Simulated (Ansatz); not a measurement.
## Na on a H site in NaH

Method: Ansatz, DFT PBE, scalar-relativistic, plane waves, PAW. (420 eV cutoff, 2×2×2 k-mesh, shifted by half a step, Gaussian smearing of 0.01 eV, collinear spin in charge +1, -1 alone)

Host crystal, relaxed:

```
CELL_PARAMETERS angstrom
0.00000 2.41545 2.41545
2.41545 0.00000 2.41545
2.41545 2.41545 0.00000
ATOMIC_POSITIONS crystal
Na 0.00000 0.00000 0.00000
H 0.50000 0.50000 0.50000
```

Supercell of 32 atoms, rows in host cell vectors: 3 -1 -1; -1 3 -1; -1 -1 3. Atoms relax at the host's cell, keeping the symmetry that the supercell leaves at the site. The cell is small, so energies carry finite-size errors of tenths of an eV. The host's Kohn–Sham gap is 3.76 eV. Atoms are taken from and returned to the elements' standard states. Charged cells are corrected for image charges with the computed static dielectric tensor (mean 10.1) and aligned with the host's potential at far atoms (alignment terms reach 0.33 eV; the program doubts the alignment in some charges, where it is up to 0.33 eV). No band-filling term is added, and the Fermi level counts from the host's valence band top.

Defect: Na on a H site at (0.500, 0.500, 0.500) of the host cell.

Q: What is the formation energy of the neutral defect?

A: 3.49 eV.

Q: Does the neutral defect carry a moment, and how do its surroundings relax?

A: The neutral run had no spin polarisation, so a moment wasn't tested. The nearest neighbours before are 6 Na at 2.42 Å; after relaxation the atoms near the site are 6 Na at 2.72 Å; the largest move is 0.30 Å.

Q: Charges +1, 0, -1 were computed. Which is stable where in the gap?

A: Among the charges computed the stable one is +1 at the valence band top, changing to 0 at 2.34 eV. In charge -1 the extra carrier would gain by moving to a band edge of the host, so it isn't bound in the gap. In charge -1 the cell has partly filled bands: a level of the defect may be part filled, the carrier may sit in the host's bands, or levels may cross between the k points, so transitions that involve it are doubtful. Levels between neighbouring charges: (+1/0) 2.34 eV, (0/-1) 4.41 eV.